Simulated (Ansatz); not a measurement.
Theory: DFT r2SCAN, scalar-relativistic, plane waves, PAW in Ansatz 0.2.0. All cells share a 500 eV cutoff and Γ-centred k meshes spaced at most 0.3 Å⁻¹ (0.19 for metals, 2π included).

These are static lattice energies at zero pressure. Larger cells and other orderings weren't all tried, so the list isn't exhaustive. No run is spin-polarised.

(1) Which is lower for In₂O₃, the corundum or the A-type sesquioxide structure, and by how much?

Results:

(1) The corundum structure, by 148 meV/atom. It takes 12.8 Å³/atom against 12.3.